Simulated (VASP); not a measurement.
# SnS (Pnma) in VASP: a series of runs, part 2 of 2

VASP 6.6.1.

### Step 4. Dielectric tensor, PBE

This run uses another cell than the first one, of 25.62 Å³/atom, 1.095 times its volume.

File INCAR:

```
PREC = Accurate
ENCUT = 600
EDIFF = 1E-8
ISMEAR = 0
SIGMA = 0.03
LREAL = False
LASPH = True
NELM = 80
ALGO = Normal
ISIF = 2
LWAVE = False
LCHARG = False
GGA = PE
LEPSILON = True
KPAR = 2
```

File KPOINTS:

```
regular mesh
0
Monkhorst-Pack
  4 10 8
```

File POSCAR:

```
SnS                                     
1.0
   11.4425431599      0.0000000000      0.0000000000
    0.0000000000      4.0220994335      0.0000000000
    0.0000000000      0.0000000000      4.4529226693
  Sn              S             
     4     4
Direct
     0.1215084920582476    0.2500000000000000    0.1295702448694067
     0.3784915079417523    0.7500000000000000    0.6295702448694067
     0.6215084920582477    0.2500000000000000    0.3704297551305932
     0.8784915079417523    0.7500000000000000    0.8704297551305933
     0.8499325343656260    0.2500000000000000    0.4773993450745935
     0.6500674656343740    0.7500000000000000    0.9773993450745936
     0.3499325343656259    0.2500000000000000    0.0226006549254065
     0.1500674656343741    0.7500000000000000    0.5226006549254064
```

Potentials or basis: VASP PAW PBE potentials, release 64 (Sn_d, S).

Started as:

```
> cat potpaw_PBE.64/Sn_d/POTCAR potpaw_PBE.64/S/POTCAR > POTCAR
> mpirun -np 2 vasp_std > vasp.out
```

OUTCAR:

```text
PREC = Accurate
   ENCUT = 600
   EDIFF = 1E-8
   ISMEAR = 0
   LREAL = False
   LASPH = True
   NELM = 80
   ISIF = 2
   GGA = PE
   LEPSILON = True

 ion  position               nearest neighbor table
   1  0.122  0.250  0.130-   7 2.66   8 2.69   8 2.69   4 3.62   4 3.62
   2  0.378  0.750  0.630-   8 2.66   7 2.69   7 2.69   3 3.62   3 3.62
   3  0.622  0.250  0.370-   5 2.66   6 2.69   6 2.69   2 3.62   2 3.62
   4  0.878  0.750  0.870-   6 2.66   5 2.69   5 2.69   1 3.62   1 3.62
   5  0.850  0.250  0.477-   3 2.66   4 2.69   4 2.69
   6  0.650  0.750  0.977-   4 2.66   3 2.69   3 2.69
   7  0.350  0.250  0.023-   1 2.66   2 2.69   2 2.69
   8  0.150  0.750  0.523-   2 2.66   1 2.69   1 2.69

  LATTYP: Found a simple orthorhombic cell.
 ALAT       =     4.0220994335
 B/A-ratio  =     1.1071140192
 C/A-ratio  =     2.8449180208

  Lattice vectors:

 A1 = (   0.0000000000,   4.0220994335,   0.0000000000)
 A2 = (   0.0000000000,   0.0000000000,   4.4529226693)
 A3 = (  11.4425431599,   0.0000000000,   0.0000000000)

[... 1510 lines left out ...]

 PIEZOELECTRIC TENSOR (including local field effects)  for field in x, y, z        (C/m^2)
          XX          YY          ZZ          XY          YZ          ZX
  --------------------------------------------------------------------------------
  x     0.00000     0.00000     0.00000     0.00000     0.00000     0.00000
  y     0.00000     0.00000     0.00000     0.00000     0.00000     0.00000
  z     0.00000     0.00000     0.00000     0.00000     0.00000     0.00000

 BORN EFFECTIVE CHARGES (including local field effects) (in |e|, cummulative output)
 ---------------------------------------------------------------------------------
 ion    1
    1     3.38974    -0.00000     0.14972
    2     0.00000     3.71905     0.00000
    3    -0.70050     0.00000     3.11246
 ion    2
    1     3.38974     0.00000    -0.14972
    2     0.00000     3.71905     0.00000
    3     0.70050     0.00000     3.11246
 ion    3
    1     3.38974     0.00000    -0.14972
    2     0.00000     3.71905     0.00000
    3     0.70050     0.00000     3.11246
 ion    4
    1     3.38974    -0.00000     0.14972
    2     0.00000     3.71905     0.00000
    3    -0.70050     0.00000     3.11246
 ion    5
    1    -3.38974    -0.00000    -0.76572
    2     0.00000    -3.71905     0.00000
    3    -0.62490     0.00000    -3.11246
 ion    6
    1    -3.38974     0.00000     0.76572
    2     0.00000    -3.71905     0.00000
    3     0.62490     0.00000    -3.11246
 ion    7
    1    -3.38974     0.00000     0.76572
    2     0.00000    -3.71905     0.00000
    3     0.62490     0.00000    -3.11246
 ion    8
    1    -3.38974    -0.00000    -0.76572
    2     0.00000    -3.71905     0.00000
    3    -0.62490     0.00000    -3.11246
```

It took 29 min on 2 MPI ranks of Intel Xeon 6975P-C (Granite Rapids), shared host; peak memory 1.3 GiB.

Results:

| Quantity | Value |
| --- | --- |
| Electronic dielectric tensor (diagonal) | 12.87, 14.29, 12.84 |
| Born charges (mean of the diagonal) | Sn +3.41; S -3.41 e |

Electronic dielectric tensor:
```
12.87  0.00  0.00
 0.00 14.29  0.00
 0.00  0.00 12.84
```

Born effective charge tensors (e):
atom 1, Sn
```
 3.39  0.00  0.15
 0.00  3.72  0.00
-0.70  0.00  3.11
```
atom 2, Sn
```
 3.39  0.00 -0.15
 0.00  3.72  0.00
 0.70  0.00  3.11
```
atom 3, Sn
```
 3.39  0.00 -0.15
 0.00  3.72  0.00
 0.70  0.00  3.11
```
atom 4, Sn
```
 3.39  0.00  0.15
 0.00  3.72  0.00
-0.70  0.00  3.11
```
atom 5, S
```
-3.39  0.00 -0.77
 0.00 -3.72  0.00
-0.62  0.00 -3.11
```
atom 6, S
```
-3.39  0.00  0.77
 0.00 -3.72  0.00
 0.62  0.00 -3.11
```
atom 7, S
```
-3.39  0.00  0.77
 0.00 -3.72  0.00
 0.62  0.00 -3.11
```
atom 8, S
```
-3.39  0.00 -0.77
 0.00 -3.72  0.00
-0.62  0.00 -3.11
```

### Step 5. Phonons, PBEsol

File POSCAR:

```
SnS
1.0
   11.1022354472      0.0000000000      0.0000000000
    0.0000000000      3.9856078082     -0.0000000000
    0.0000000000      0.0000000000      4.2298583235
  Sn              S
     4     4
Direct
     0.1185163126585520    0.2500000000000000    0.1099910988655009
     0.3814836873414479    0.7500000000000000    0.6099910988655010
     0.6185163126585520    0.2500000000000000    0.3900089011344991
     0.8814836873414480    0.7500000000000000    0.8900089011344990
     0.8532534970086473    0.2500000000000000    0.4743740982827416
     0.6467465029913527    0.7500000000000000    0.9743740982827416
     0.3532534970086472    0.2500000000000000    0.0256259017172584
     0.1467465029913527    0.7500000000000000    0.5256259017172584
```

File INCAR.step1:

```
ALGO = Normal ; EDIFF = 1E-8
EDIFFG = -0.002 ; ENCUT = 600
GGA = PS ; IBRION = 2
ISIF = 3 ; ISMEAR = 0
KPAR = 2 ; LASPH = True
LCHARG = False ; LREAL = False
LWAVE = False ; NELM = 80
NSW = 40 ; PREC = Accurate
SIGMA = 0.03
```

File INCAR.step2:

```
ALGO = Normal ; EDIFF = 1E-8
ENCUT = 600 ; GGA = PS
IBRION = 6 ; ISIF = 2
ISMEAR = 0 ; KPAR = 2
LASPH = True ; LCHARG = False
LREAL = False ; LWAVE = False
NELM = 80 ; NFREE = 2
NSW = 1 ; POTIM = 0.015
PREC = Accurate ; SIGMA = 0.03
```

File KPOINTS:

```
k-points
0
Gamma
  4 8 6
```

Potentials or basis: VASP PAW PBE potentials, release 64 (Sn_d, S).

Started as:

```
> cat potpaw_PBE.64/Sn_d/POTCAR potpaw_PBE.64/S/POTCAR > POTCAR
> cp INCAR.step1 INCAR
> mpirun -np 2 vasp_std > vasp.out
> cp CONTCAR POSCAR
> cp INCAR.step2 INCAR
> mpirun -np 2 vasp_std > vasp.out
```

OUTCAR:

```text
EDIFF = 1E-8
   ENCUT = 600
   GGA = PS
   IBRION = 6
   ISIF = 2
   ISMEAR = 0
   LASPH = True
   LREAL = False
   NELM = 80
   NFREE = 2
   NSW = 1
   POTIM = 0.015
   PREC = Accurate

 ion  position               nearest neighbor table
   1  0.119  0.250  0.110-   7 2.63   8 2.68   8 2.68   8 3.19   8 3.19   4 3.43   4 3.43
   2  0.381  0.750  0.610-   8 2.63   7 2.68   7 2.68   7 3.19   7 3.19   3 3.43   3 3.43
   3  0.619  0.250  0.390-   5 2.63   6 2.68   6 2.68   6 3.19   6 3.19   2 3.43   2 3.43
   4  0.881  0.750  0.890-   6 2.63   5 2.68   5 2.68   5 3.19   5 3.19   1 3.43   1 3.43
   5  0.853  0.250  0.475-   3 2.63   4 2.68   4 2.68   4 3.19   4 3.19
[... 1721 lines left out ...]
             X         Y         Z           dx          dy          dz
      1.315643  0.996037  0.465014    -0.212481   -0.000000   -0.029171
      4.232823  2.988110  2.581514    -0.212481    0.000000    0.029171
      6.864108  0.996037  1.651486     0.212481   -0.000000   -0.029171
      9.781289  2.988110  3.767986     0.212481    0.000000    0.029171
      9.470047  0.996037  2.009109    -0.442766   -0.000000   -0.089211
      7.175351  2.988110  4.125609    -0.442766    0.000000    0.089211
      3.921581  0.996037  0.107391     0.442766   -0.000000   -0.089211
      1.626885  2.988110  2.223891     0.442766    0.000000    0.089211
[... 243 lines left out ...]
  24 f/i=    0.004855 THz     0.030507 2PiTHz    0.161955 cm-1     0.020080 meV
             X         Y         Z           dx          dy          dz
      1.315643  0.996037  0.465014    -0.443452   -0.000000    0.000063
      4.232823  2.988110  2.581514    -0.443452   -0.000000   -0.000063
      6.864108  0.996037  1.651486    -0.443452   -0.000000   -0.000063
      9.781289  2.988110  3.767986    -0.443452   -0.000000    0.000063
      9.470047  0.996037  2.009109    -0.230977   -0.000000    0.000046
      7.175351  2.988110  4.125609    -0.230977   -0.000000   -0.000046
      3.921581  0.996037  0.107391    -0.230977   -0.000000   -0.000046
      1.626885  2.988110  2.223891    -0.230977   -0.000000    0.000046

 ELASTIC MODULI CONTR FROM IONIC RELAXATION (kBar)
 Direction    XX          YY          ZZ          XY          YZ          ZX
 --------------------------------------------------------------------------------
 XX        -686.9483    -69.5150    -26.6535      0.0000      0.0000      0.0000
 YY         -69.5150   -153.0421   -235.2162      0.0000     -0.0000      0.0000
 ZZ         -26.6535   -235.2162   -487.6552     -0.0000     -0.0000     -0.0000
 XY           0.0000      0.0000     -0.0000    -23.7626      0.0000     -0.0000
 YZ           0.0000     -0.0000     -0.0000      0.0000   -182.3737     -0.0000
 ZX           0.0000      0.0000     -0.0000     -0.0000     -0.0000    -47.8507
 --------------------------------------------------------------------------------
```

OUTCAR.step1:

```text
EDIFF = 1E-8
   EDIFFG = -0.002
   ENCUT = 600
   GGA = PS
   IBRION = 2
   ISIF = 3
   ISMEAR = 0
   LASPH = True
   LREAL = False
[... 1717 lines left out ...]
  -------------------------------------------------------------------------------------
  Total       -0.0059465      0.0102484     -0.0045016      0.0000000      0.0000000      0.0000000
  in kB       -0.0509084      0.0877361     -0.0385380      0.0000000      0.0000000      0.0000000
  external PRESSURE =      -0.0005701 kB  Pullay stress =       0.0000000 kB
[... 23 lines left out ...]
  FREE ENERGIE OF THE ION-ELECTRON SYSTEM (eV)
  ---------------------------------------------------
  free  energy   TOTEN  =       -38.3904792127 eV

  energy  without entropy=      -38.3904792127  energy(sigma->0) =      -38.39047921

 reached required accuracy - stopping structural energy minimisation
```

Wall time 63 min (2 MPI ranks of Intel Xeon Platinum 8488C (Sapphire Rapids), shared host); peak memory 1.4 GiB.

What came out:

```
Highest phonon frequency at Γ, LO-TO splitting left out : 274 cm⁻¹
```

Phonon frequencies in cm⁻¹ (negative: imaginary):
| q point | frequencies |
| --- | --- |
| (0.000, 0.000, 0.000) | 0 0 0 39 48 55 65 66 66 78 92 96 136 158 171 181 186 188 202 207 216 221 222 274 |

Caveat: the PAW data sets were made with another functional, which shifts forces and pressure a little.
